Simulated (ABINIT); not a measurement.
# MoSe2 (P6_3/mmc) in ABINIT: relaxation of cell and atoms with PBEsol

Aim: the relaxation of cell and atoms of MoSe2 with PBEsol.

Everything below comes from runs of ABINIT 10.8.3 (patched build). Logs are shortened: lines on timing, memory, paths and dates and some standing lists are left out, and cuts for length are marked. The log counts tension as positive stress, the text compression.

### 1 The crystal as given

Symmetry: P6_3/mmc, No. 194, hexagonal system. The conventional cell has a = 3.288 Å, b = 3.288 Å, c = 12.900 Å, α = 90.00°, β = 90.00°, γ = 120.00°. Mo (site symmetry -6m2) is surrounded by 6 Se at 2.49 Å. Se (site symmetry 3m) is surrounded by 3 Mo at 2.49 Å.

### 2 Relaxation of cell and atoms, PBEsol

File run.abi:

```
# Pseudopotentials
pp_dirpath "./"
pseudos "Mo.GGA_PBE-JTH.xml, Se.GGA_PBE-JTH.xml"

# Structure
acell 6.2134194978 6.2134194977 24.3774670077
rprim
     1.0000000000     0.0000000000     0.0000000000
    -0.5000000000     0.8660254038     0.0000000000
     0.0000000000     0.0000000000     1.0000000000
ntypat 2
znucl 42 34
natom 6
typat 1 1 2 2 2 2
xred
     0.6666666667     0.3333333333     0.7500000000
     0.3333333333     0.6666666667     0.2500000000
     0.6666666667     0.3333333333     0.3750000000
     0.3333333333     0.6666666667     0.8750000000
     0.6666666667     0.3333333333     0.1250000000
     0.3333333333     0.6666666667     0.6250000000
chkprim 0
chksymtnons 0
tolsym 1.0e-6

# Plane-wave basis
ecut 408.170794 eV
pawecutdg 30.0
pawxcdev 0
pawovlp -1

# k points
kptopt 1
ngkpt 9 9 2
nshiftk 1
shiftk 0.0 0.0 0.0

# Exchange and correlation
ixc -116133

# Bands and occupations
nband 32
occopt 3
tsmear 0.05 eV

# SCF cycle
nstep 100
tolvrs 1.0e-9

# Output
iomode 3
prtwf 0
prtden 0
prteig 0
prtebands 0
enunit 2

# Relaxation
ionmov 2
ntime 60
tolmxf 0.0002
optcell 2
dilatmx 1.08
ecutsm 0.5
```

Potentials or basis: JTH PAW PBE v2.0.

Run with:

```console
> mpirun --bind-to none -np 4 abinit run.abi > log 2>&1
```

run.abo:

```text
.Version 10.8.3 of ABINIT
 Symmetries : space group P6_3/m m c (#194); Bravais hP (primitive hexag.)
================================================================================
 Values of the parameters that define the memory need of the present run
     intxc =       0    ionmov =       2      iscf =      17    lmnmax =      18
     lnmax =       6     mgfft =      96  mpssoang =       3    mqgrid =    6492
     natom =       6  nloc_mem =       2    nspden =       1   nspinor =       1
    nsppol =       1      nsym =      24    n1xccc =       1    ntypat =       2
    occopt =       3   xclevel =       2
       mpw =        2874          nfft =       55296          nkpt =          24
Pmy_natom=         2
 PAW method is used; the additional fine FFT grid is defined by:
   mgfftf=       135    nfftf =    174960
================================================================================
================================================================================

--------------------------------------------------------------------------------
------------- Echo of variables that govern the present computation ------------
--------------------------------------------------------------------------------
 -outvars: echo values of preprocessed input variables --------
            acell      6.2134194978E+00  6.2134194977E+00  2.4377467008E+01 Bohr
              amu      9.59400000E+01  7.89600000E+01
          chkprim           0
      chksymtnons           0
          dilatmx      1.08000000E+00
             ecut      1.50000000E+01 Hartree
           ecutsm      5.00000000E-01 Hartree
           enunit           2
           ionmov           2
              ixc     -116133
         kptrlatt        9    0    0      0    9    0      0    0    2
          kptrlen      4.87549340E+01
            natom           6
            nband          32
            ngfft          24      24      96
          ngfftdg          36      36     135
             nkpt          24
            nstep         100
             nsym          24
            ntime          60
           ntypat           2
           occopt           3
          optcell           2
        pawecutdg      3.00000000E+01 Hartree
          pawovlp     -1.0000000000E+00
         pawxcdev           0
           prtden           0
        prtebands           0
           prteig           0
            prtwf           0
            rprim      1.0000000000E+00  0.0000000000E+00  0.0000000000E+00
                      -5.0000000000E-01  8.6602540380E-01  0.0000000000E+00
                       0.0000000000E+00  0.0000000000E+00  1.0000000000E+00
          spgroup         194
           tolmxf      2.00000000E-04
           tolsym      1.00000000E-06
           tolvrs      1.00000000E-09
           tsmear      1.83746611E-03 Hartree
            typat      1  1  2  2  2  2
           useylm           1
           xangst      1.6439999989E+00  9.4916384191E-01  9.6749999934E+00
                       1.7639285933E-11  1.8983276838E+00  3.2249999978E+00
[... 1041 lines left out ...]
   3.29873    4.21216    6.84526    6.84526    6.89864    6.89864    7.03383    7.03383
 prteigrs : prtvol=0 or 1, do not print more k-points.

--- !EnergyTerms
iteration_state     : {dtset: 1, itime: 7, icycle: 1, }
comment             : Components of total free energy in Hartree
kinetic             :  3.31157011184239E+01
hartree             :  5.99251935656322E+01
xc                  : -3.28127220804645E+01
Ewald energy        : -1.13133027759109E+02
psp_core            :  1.13924165076002E+01
local_psp           : -1.64997363208039E+02
PAW spherical_terms :  3.03419056127952E+01
internal            : -1.76167896243161E+02
'-kT*entropy'       : -1.05046958645534E-07
total_energy        : -1.76167896348208E+02
total_energy_eV     : -4.79377267167302E+03
...

--- !EnergyTermsDC
iteration_state     : {dtset: 1, itime: 7, icycle: 1, }
comment             : '"Double-counting" decomposition of free energy'
band_energy         : -2.34707956886118E+01
Ewald energy        : -1.13133027759109E+02
psp_core            :  1.13924165076002E+01
xc_dc               : -6.81672648055084E+01
PAW spherical_terms :  1.72107779637000E+01
internal            : -1.76167893781929E+02
'-kT*entropy'       : -1.05046958645534E-07
total_energy_dc     : -1.76167893886976E+02
total_energy_dc_eV  : -4.79377260469949E+03
...

--- !EnergyTermsWithPAWCore
iteration_state     : {dtset: 1, itime: 7, icycle: 1, }
comment             : 'Components of total free energy, including PAW core contributions'
Total energy        : -1.78076866631090E+04
Total energy DC     : -1.78076866606478E+04
Total energy (eV)   : -4.84571839937263E+05
Total energy DC (eV): -4.84571839870290E+05
...

 rms coord change=  8.2933E-04   atom, delta coord (reduced):
     1        0.000000000000      0.000000000000      0.000000000000
     2        0.000000000000      0.000000000000      0.000000000000
     3        0.000000000000      0.000000000000      0.001759270862
     4        0.000000000000      0.000000000000      0.001759270862
     5        0.000000000000      0.000000000000     -0.001759270862
     6        0.000000000000      0.000000000000     -0.001759270862

 Cartesian components of stress tensor (hartree/bohr^3)
  sigma(1 1)= -1.07602454E-07  sigma(3 2)=  0.00000000E+00
  sigma(2 2)= -1.07602506E-07  sigma(3 1)=  0.00000000E+00
  sigma(3 3)=  1.10482629E-06  sigma(2 1)= -1.28706594E-13

-Cartesian components of stress tensor (GPa)         [Pressure= -8.7245E-03 GPa]
- sigma(1 1)= -3.16577349E-03  sigma(3 2)=  0.00000000E+00
- sigma(2 2)= -3.16577502E-03  sigma(3 1)=  0.00000000E+00
- sigma(3 3)=  3.25051116E-02  sigma(2 1)= -3.78667873E-09

== END DATASET(S) ==============================================================
================================================================================

 -outvars: echo values of variables after computation  --------
            acell      6.1832661484E+00  6.1832661484E+00  2.4840392577E+01 Bohr
           etotal     -1.7616789389E+02
            fcart      1.8144706741E-29 -4.1693888259E-28  2.2587545260E-21
                       4.5361766853E-28  8.4016327596E-28  2.2587545260E-21
                      -3.6289413482E-30 -4.2950990417E-28  6.2343141850E-05
                      -2.5402589437E-29 -2.1580253722E-28  6.2343141850E-05
                      -1.1249718179E-28  2.8703832620E-28 -6.2343141850E-05
                      -3.3023366269E-28 -6.4950278189E-29 -6.2343141850E-05
            rprim      1.0000000000E+00  0.0000000000E+00  0.0000000000E+00
                      -4.9999999999E-01  8.6602540379E-01  0.0000000000E+00
                       0.0000000000E+00  0.0000000000E+00  1.0000000000E+00
           strten     -1.0760245382E-07 -1.0760250576E-07  1.1048262856E-06
                       0.0000000000E+00  0.0000000000E+00 -1.2870659386E-13
           xangst      1.6360217662E+00  9.4455760714E-01  9.8587272396E+00
                       1.7553355642E-11  1.8891152143E+00  3.2862424132E+00
                       1.6360217662E+00  9.4455760714E-01  4.9524891819E+00
                       1.7553355642E-11  1.8891152143E+00  1.1524974008E+01
                       1.6360217662E+00  9.4455760714E-01  1.6199956445E+00
                       1.7553355642E-11  1.8891152143E+00  8.1924804709E+00
             xred      6.6666666667E-01  3.3333333333E-01  7.5000000000E-01
                       3.3333333333E-01  6.6666666667E-01  2.5000000000E-01
                       6.6666666667E-01  3.3333333333E-01  3.7675927086E-01
                       3.3333333333E-01  6.6666666667E-01  8.7675927086E-01
                       6.6666666667E-01  3.3333333333E-01  1.2324072914E-01
                       3.3333333333E-01  6.6666666667E-01  6.2324072914E-01
 Calculation completed.
```

Run time: 3 min. Hardware: 4 MPI ranks of Intel Xeon Platinum 8488C (Sapphire Rapids), shared host; peak memory 0.56 GiB.

What came out:

```
Free energy                                           : -4793.7726 eV
Relaxed volume                                        : 20.31 Å³/atom
Relaxed cell                                          : a = 3.272 Å, b = 3.272 Å, c = 13.145 Å, α = 90.00°, β = 90.00°, γ = 120.00°
Space group after relaxing (to 0.05 Å)                : P6_3/mmc (No. 194)
Energy gained by relaxing                             : 14.1 meV/atom
Ionic steps                                           : 7
Pressure after relaxing                               : 0.0 GPa
Largest force after relaxing                          : 0.003 eV/Å
Band gap on the k mesh                                : 0.99 eV, indirect (least direct gap 1.49 eV)
Valence electrons inside the program's atomic spheres : Mo 11.28; Se 3.98, 3.99
```

Forces on the atoms (eV/Å):
```
Mo   0.000  0.000  0.000
Mo   0.000  0.000  0.000
Se   0.000  0.000  0.003
Se   0.000  0.000  0.003
Se   0.000  0.000 -0.003
Se   0.000  0.000 -0.003
```

The path:
| step | energy change (eV) | largest force (eV/Å) | pressure (GPa) | volume (Å³) |
| --- | --- | --- | --- | --- |
| 1 | 0.0000 | 0.8520 | 3.61 | 120.78 |
| 2 | -0.0566 | 0.4290 | 1.19 | 122.12 |
| 3 | -0.0776 | 0.0578 | -0.68 | 123.04 |
| 4 | -0.0806 | 0.0053 | -0.75 | 122.90 |
| 5 | -0.0845 | 0.0346 | -0.37 | 122.20 |
| 6 | -0.0848 | 0.0100 | -0.10 | 121.94 |
| 7 | -0.0848 | 0.0032 | -0.01 | 121.88 |

Final structure:
```cif
data_structure
_symmetry_space_group_name_H-M 'P 1'
_symmetry_Int_Tables_number 1
_cell_length_a 3.2720
_cell_length_b 3.2720
_cell_length_c 13.1450
_cell_angle_alpha 90.000
_cell_angle_beta 90.000
_cell_angle_gamma 120.000
_cell_volume 121.88
loop_
_atom_site_label
_atom_site_type_symbol
_atom_site_fract_x
_atom_site_fract_y
_atom_site_fract_z
_atom_site_occupancy
Mo1 Mo 0.66667 0.33333 0.75000 1
Mo2 Mo 0.33333 0.66667 0.25000 1
Se1 Se 0.66667 0.33333 0.37676 1
Se2 Se 0.33333 0.66667 0.87676 1
Se3 Se 0.66667 0.33333 0.12324 1
Se4 Se 0.33333 0.66667 0.62324 1
```

Caveat: the PAW data sets were made with another functional, which shifts forces and pressure a little; an odd mesh through Γ misses points on the zone boundary, where band edges often lie; this functional lacks dispersion, which binds the layers, so the pressure and a relaxed spacing across them are unreliable. A hybrid or GW would open this gap; PBEsol tends to underestimate it.
